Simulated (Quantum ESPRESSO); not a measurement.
# HgTe (I-4m2) in Quantum ESPRESSO: band structure with r2SCAN

Aim: the band structure of HgTe with r2SCAN.

Everything below comes from runs of Quantum ESPRESSO 7.5. Logs are shortened: lines on timing, memory, paths and dates and some standing lists are left out, and cuts for length are marked.

### 1 Starting point

The structure is tetragonal, space group I-4m2 (No. 119). The conventional cell has a = 6.091 Å, b = 6.091 Å, c = 3.119 Å, α = 90.00°, β = 90.00°, γ = 90.00°. Hg (site symmetry -4m2) is surrounded by 2 Hg at 3.12 Å and 4 Te at 3.14 Å. Around Te (site symmetry -4m2) lie 2 Te at 3.12 Å and 4 Hg at 3.14 Å.

Measurements of this composition are mostly on another form, of space group No. 216.

### 2 Band structure, r2SCAN

File pw.in:

```
&CONTROL
  calculation = 'scf'
  prefix = 'pwscf'
  outdir = './tmp'
  pseudo_dir = './pseudo'
  tprnfor = .true.
  tstress = .true.
  disk_io = 'low'
/
&SYSTEM
  ibrav = 0
  celldm(1) = 8
  nat = 2
  ntyp = 2
  ecutwfc = 70
  nbnd = 26
  input_dft = 'r2scan'
  occupations = 'smearing'
  smearing = 'fd'
  degauss = 0.00367493
  nosym = .true.
/
&ELECTRONS
  conv_thr = 1d-08
  electron_maxstep = 120
  mixing_beta = 0.5
/
ATOMIC_SPECIES
Hg   200.5920 Hg_ONCV_PBE-1.2.upf
Te   127.6000 Te_ONCV_PBE-1.2.upf
CELL_PARAMETERS alat
 -0.7194194442923   0.7194194442923   0.3683572270003
  0.7194194442923  -0.7194194442923   0.3683572270003
  0.7194194442923   0.7194194442923  -0.3683572270003
ATOMIC_POSITIONS crystal
Hg     0.7500000000    0.2500000000    0.5000000000
Te     0.0000000000    0.0000000000    0.0000000000
K_POINTS automatic
8 8 8 0 0 0
```

File bands.in:

```
&CONTROL
  calculation = 'bands'
  prefix = 'pwscf'
  outdir = './tmp'
  pseudo_dir = './pseudo'
  disk_io = 'low'
  verbosity = 'high'
/
&SYSTEM
  ibrav = 0
  celldm(1) = 8
  nat = 2
  ntyp = 2
  ecutwfc = 70
  nbnd = 26
  input_dft = 'r2scan'
  occupations = 'smearing'
  smearing = 'fd'
  degauss = 0.00367493
  nosym = .true.
/
&ELECTRONS
  conv_thr = 1d-08
  electron_maxstep = 120
  mixing_beta = 0.5
  diago_full_acc = .true.
  startingwfc = 'random'
/
ATOMIC_SPECIES
Hg   200.5920 Hg_ONCV_PBE-1.2.upf
Te   127.6000 Te_ONCV_PBE-1.2.upf
CELL_PARAMETERS alat
 -0.7194194442923   0.7194194442923   0.3683572270003
  0.7194194442923  -0.7194194442923   0.3683572270003
  0.7194194442923   0.7194194442923  -0.3683572270003
ATOMIC_POSITIONS crystal
Hg     0.7500000000    0.2500000000    0.5000000000
Te     0.0000000000    0.0000000000    0.0000000000
K_POINTS crystal
60
 0.0000000000  0.0000000000  0.0000000000 1
 0.0000000000  0.0000000000  0.1000000000 1
 0.0000000000  0.0000000000  0.2000000000 1
 0.0000000000  0.0000000000  0.3000000000 1
 0.0000000000  0.0000000000  0.4000000000 1
 0.0000000000  0.0000000000  0.5000000000 1
-0.1000000000  0.1000000000  0.5000000000 1
-0.2000000000  0.2000000000  0.5000000000 1
-0.3000000000  0.3000000000  0.5000000000 1
-0.4000000000  0.4000000000  0.5000000000 1
-0.5000000000  0.5000000000  0.5000000000 1
-0.4375000000  0.4375000000  0.4375000000 1
-0.3750000000  0.3750000000  0.3750000000 1
-0.3125000000  0.3125000000  0.3125000000 1
-0.2500000000  0.2500000000  0.2500000000 1
-0.1875000000  0.1875000000  0.1875000000 1
-0.1250000000  0.1250000000  0.1250000000 1
-0.0625000000  0.0625000000  0.0625000000 1
 0.0000000000  0.0000000000  0.0000000000 1
 0.0315541150  0.0315541150 -0.0315541150 1
 0.0631082299  0.0631082299 -0.0631082299 1
 0.0946623449  0.0946623449 -0.0946623449 1
 0.1262164599  0.1262164599 -0.1262164599 1
 0.1577705748  0.1577705748 -0.1577705748 1
 0.1893246898  0.1893246898 -0.1893246898 1
 0.2208788048  0.2208788048 -0.2208788048 1
 0.2524329197  0.2524329197 -0.2524329197 1
 0.2839870347  0.2839870347 -0.2839870347 1
 0.3155411497  0.3155411497 -0.3155411497 1
 0.3046176247  0.3046176247 -0.2212842914 1
 0.2936940998  0.2936940998 -0.1270274331 1
 0.2827705748  0.2827705748 -0.0327705748 1
 0.2718470499  0.2718470499  0.0614862834 1
 0.2609235249  0.2609235249  0.1557431417 1
 0.2500000000  0.2500000000  0.2500000000 1
 0.1875000000  0.3125000000  0.1875000000 1
 0.1250000000  0.3750000000  0.1250000000 1
 0.0625000000  0.4375000000  0.0625000000 1
 0.0000000000  0.5000000000  0.0000000000 1
-0.0788852874  0.5461147126  0.0788852874 1
-0.1577705748  0.5922294252  0.1577705748 1
-0.2366558623  0.6383441377  0.2366558623 1
-0.3155411497  0.6844588503  0.3155411497 1
-0.3418924140  0.6581075860  0.3418924140 1
-0.3682436783  0.6317563217  0.3682436783 1
-0.3945949427  0.6054050573  0.3945949427 1
-0.4209462070  0.5790537930  0.4209462070 1
-0.4472974713  0.5527025287  0.4472974713 1
-0.4736487357  0.5263512643  0.4736487357 1
-0.5000000000  0.5000000000  0.5000000000 1
 0.0000000000  0.0000000000  0.5000000000 1
 0.0277777778  0.0277777778  0.4722222222 1
 0.0555555556  0.0555555556  0.4444444444 1
 0.0833333333  0.0833333333  0.4166666667 1
 0.1111111111  0.1111111111  0.3888888889 1
 0.1388888889  0.1388888889  0.3611111111 1
 0.1666666667  0.1666666667  0.3333333333 1
 0.1944444444  0.1944444444  0.3055555556 1
 0.2222222222  0.2222222222  0.2777777778 1
 0.2500000000  0.2500000000  0.2500000000 1
```

Potentials or basis: SG15 PBE 1.2.

On the command line:

```bash
$ OMP_NUM_THREADS=1 mpirun -n 2 pw.x -nk 2 -in pw.in > pw.out
$ OMP_NUM_THREADS=1 mpirun -n 2 pw.x -nk 2 -in bands.in > bands.out
```

pw.out:

```text
This program is part of the open-source Quantum ESPRESSO suite
     for quantum simulation of materials; please cite
         "P. Giannozzi et al., J. Phys.:Condens. Matter 21 395502 (2009);
         "P. Giannozzi et al., J. Phys.:Condens. Matter 29 465901 (2017);
         "P. Giannozzi et al., J. Chem. Phys. 152 154105 (2020);
     in publications or presentations arising from this work. More details at

     IMPORTANT: XC functional enforced from input :
     Exchange-correlation= R2SCAN
                           (   0   0   0   0   0 497 498)
     Any further DFT definition will be discarded
     Please, verify this is what you really want

     K-points division:     npool     =       2
     Subspace diagonalization in iterative solution of the eigenvalue problem:
     a serial algorithm will be used

     G-vector sticks info
     --------------------
     sticks:   dense  smooth     PW     G-vecs:    dense   smooth      PW
     Sum        1061    1061    357                30855    30855    5985

     Using Slab Decomposition

     bravais-lattice index     =            0
     lattice parameter (alat)  =       8.0000  a.u.
     unit-cell volume          =     390.4483 (a.u.)^3
     number of atoms/cell      =            2
     number of atomic types    =            2
     number of electrons       =        36.00
     number of Kohn-Sham states=           26
     kinetic-energy cutoff     =      70.0000  Ry
     charge density cutoff     =     280.0000  Ry
     scf convergence threshold =      1.0E-08
     mixing beta               =       0.5000
     number of iterations used =            8  plain     mixing
     Exchange-correlation= R2SCAN
                           (   0   0   0   0   0 497 498)

     celldm(1)=   8.000000  celldm(2)=   0.000000  celldm(3)=   0.000000
     celldm(4)=   0.000000  celldm(5)=   0.000000  celldm(6)=   0.000000

     crystal axes: (cart. coord. in units of alat)
               a(1) = (  -0.719419   0.719419   0.368357 )
               a(2) = (   0.719419  -0.719419   0.368357 )
               a(3) = (   0.719419   0.719419  -0.368357 )

     reciprocal axes: (cart. coord. in units 2 pi/alat)
               b(1) = (  0.000000  0.695005  1.357378 )
               b(2) = (  0.695005  0.000000  1.357378 )
               b(3) = (  0.695005  0.695005  0.000000 )

     PseudoPot. # 1 for Hg read from file:
     Hg_ONCV_PBE-1.2.upf
     Pseudo is Norm-conserving, Zval = 20.0
     Generated using ONCVPSP code by D. R. Hamann
     Using radial grid of  602 points,  8 beta functions with:
                l(1) =   0
                l(2) =   0
                l(3) =   1
                l(4) =   1
                l(5) =   2
                l(6) =   2
                l(7) =   3
                l(8) =   3

     PseudoPot. # 2 for Te read from file:
     Te_ONCV_PBE-1.2.upf
     Pseudo is Norm-conserving, Zval = 16.0
     Generated using ONCVPSP code by D. R. Hamann
     Using radial grid of  602 points,  6 beta functions with:
                l(1) =   0
                l(2) =   0
                l(3) =   1
                l(4) =   1
                l(5) =   2
                l(6) =   2

     atomic species   valence    mass     pseudopotential
     Hg               20.00   200.59200     Hg( 1.00)
     Te               16.00   127.60000     Te( 1.00)

     No symmetry found

   Cartesian axes

     site n.     atom                  positions (alat units)
         1        Hg     tau(   1) = (   0.0000000   0.7194194   0.1841786  )
         2        Te     tau(   2) = (   0.0000000   0.0000000   0.0000000  )

     number of k points=   260  Fermi-Dirac smearing, width (Ry)=  0.0037

     Number of k-points >= 100: set verbosity='high' to print them.

     Dense  grid:    30855 G-vectors     FFT dimensions: (  48,  48,  48)

     WARNING: libxc functional with ID  497 depends
      on external parameters: check the user_guide of
      QE if you need to modify them or to check their
      default values.

     WARNING: libxc functional with ID  498 depends
      on external parameters: check the user_guide of
      QE if you need to modify them or to check their
      default values.

     Initial potential from superposition of free atoms

     starting charge      35.9422, renormalised to      36.0000
     Starting wfcs are random

     Self-consistent Calculation

     iteration #  1     ecut=    70.00 Ry     beta= 0.50
     Davidson diagonalization with overlap
     ethr =  1.00E-02,  avg # of iterations =  9.4

     total energy              =    -484.05462290 Ry
     estimated scf accuracy    <      64.74357452 Ry

     iteration #  2     ecut=    70.00 Ry     beta= 0.50
     Davidson diagonalization with overlap
     ethr =  1.00E-02,  avg # of iterations =  1.0

     total energy              =    -484.22136192 Ry
     estimated scf accuracy    <      16.81995761 Ry

     iteration #  3     ecut=    70.00 Ry     beta= 0.50
     Davidson diagonalization with overlap
     ethr =  1.00E-02,  avg # of iterations =  1.0

     total energy              =    -484.22789057 Ry
     estimated scf accuracy    <       0.14376634 Ry

     iteration #  4     ecut=    70.00 Ry     beta= 0.50
     Davidson diagonalization with overlap
     ethr =  3.99E-04,  avg # of iterations =  1.4

     total energy              =    -484.23585457 Ry
     estimated scf accuracy    <       0.00179676 Ry

     iteration #  5     ecut=    70.00 Ry     beta= 0.50
     Davidson diagonalization with overlap
     ethr =  4.99E-06,  avg # of iterations =  6.0

     total energy              =    -484.23616249 Ry
     estimated scf accuracy    <       0.00132095 Ry

     iteration #  6     ecut=    70.00 Ry     beta= 0.50
     Davidson diagonalization with overlap
     ethr =  3.67E-06,  avg # of iterations =  1.0

     total energy              =    -484.23616634 Ry
     estimated scf accuracy    <       0.00022646 Ry

     iteration #  7     ecut=    70.00 Ry     beta= 0.50
     Davidson diagonalization with overlap
     ethr =  6.29E-07,  avg # of iterations =  1.0

     total energy              =    -484.23616859 Ry
     estimated scf accuracy    <       0.00004448 Ry

     iteration #  8     ecut=    70.00 Ry     beta= 0.50
     Davidson diagonalization with overlap
     ethr =  1.24E-07,  avg # of iterations =  1.0

     total energy              =    -484.23616924 Ry
     estimated scf accuracy    <       0.00000336 Ry

     iteration #  9     ecut=    70.00 Ry     beta= 0.50
     Davidson diagonalization with overlap
     ethr =  9.33E-09,  avg # of iterations =  1.0

     total energy              =    -484.23616931 Ry
     estimated scf accuracy    <       0.00000005 Ry

     iteration # 10     ecut=    70.00 Ry     beta= 0.50
     Davidson diagonalization with overlap
     ethr =  1.38E-10,  avg # of iterations =  2.9

     total energy              =    -484.23616932 Ry
     estimated scf accuracy    <       0.00000006 Ry

     iteration # 11     ecut=    70.00 Ry     beta= 0.50
     Davidson diagonalization with overlap
     ethr =  1.38E-10,  avg # of iterations =  1.0

     End of self-consistent calculation

     Number of k-points >= 100: set verbosity='high' to print the bands.

     the Fermi energy is    11.3611 ev

!    total energy              =    -484.23616932 Ry
     estimated scf accuracy    <          8.3E-10 Ry
     smearing contrib. (-TS)   =      -0.00035685 Ry
     internal energy E=F+TS    =    -484.23581247 Ry

     The total energy is F=E-TS. E is the sum of the following terms:
     one-electron contribution =    -247.23143004 Ry
     hartree contribution      =     129.25544865 Ry
     xc contribution           =     -45.18074588 Ry
     ewald contribution        =    -321.07908520 Ry

     convergence has been achieved in  11 iterations

     Forces acting on atoms (cartesian axes, Ry/au):

     atom    1 type  1   force =    -0.00000059   -0.00000030   -0.00000032
     atom    2 type  2   force =     0.00000059    0.00000030    0.00000032

     Total force =     0.000001     Total SCF correction =     0.000001
     SCF correction compared to forces is large: reduce conv_thr to get better values

     Computing stress (Cartesian axis) and pressure

          total   stress  (Ry/bohr**3)                   (kbar)     P=      -18.42
  -0.00014400  -0.00000000   0.00000000          -21.18       -0.00        0.00
  -0.00000000  -0.00014400  -0.00000000           -0.00      -21.18       -0.00
   0.00000000  -0.00000000  -0.00008771            0.00       -0.00      -12.90

=------------------------------------------------------------------------------=
   JOB DONE.
=------------------------------------------------------------------------------=
```

It took 17 min on 2 MPI ranks of Arm Neoverse V2, shared host; peak memory 0.58 GiB.

What came out:

```
Free energy            : -6588.3687 eV
Pressure               : -1.8 GPa
Band gap on the k mesh : none (metal or under the smearing width)
```

Stress tensor (GPa, compression positive):
```
-2.12  0.00  0.00
 0.00 -2.12  0.00
 0.00  0.00 -1.29
```

Levels at the corners of the path, in eV from the Fermi level:
| point | band 16 | band 17 | band 18 | band 19 | band 20 | band 21 |
| --- | --- | --- | --- | --- | --- | --- |
| Γ | -3.56 | -2.62 | -2.62 | 3.45 | 5.18 | 7.33 |
| X | -6.31 | -1.08 | 1.43 | 2.34 | 2.96 | 3.70 |
| M | -4.49 | -4.46 | -4.46 | 3.13 | 7.97 | 8.41 |
| Γ | -3.56 | -2.62 | -2.62 | 3.45 | 5.18 | 7.33 |
| Z | -3.96 | -2.31 | -2.31 | -2.10 | 4.28 | 6.15 |
| P | -4.82 | -3.00 | -1.82 | 2.22 | 3.32 | 5.84 |
| N | -4.79 | -2.13 | -1.26 | -0.02 | 3.35 | 4.31 |
| Z1 | -3.96 | -2.31 | -2.31 | -2.10 | 4.28 | 6.15 |
| M | -4.49 | -4.46 | -4.46 | 3.13 | 7.97 | 8.41 |
| X | -6.31 | -1.08 | 1.43 | 2.34 | 2.96 | 3.70 |
| P | -4.82 | -3.00 | -1.82 | 2.22 | 3.32 | 5.84 |

Caveat: the potentials were made for another functional, which shifts forces and pressure; spin-orbit coupling is left out, which moves the levels of the heavy elements.
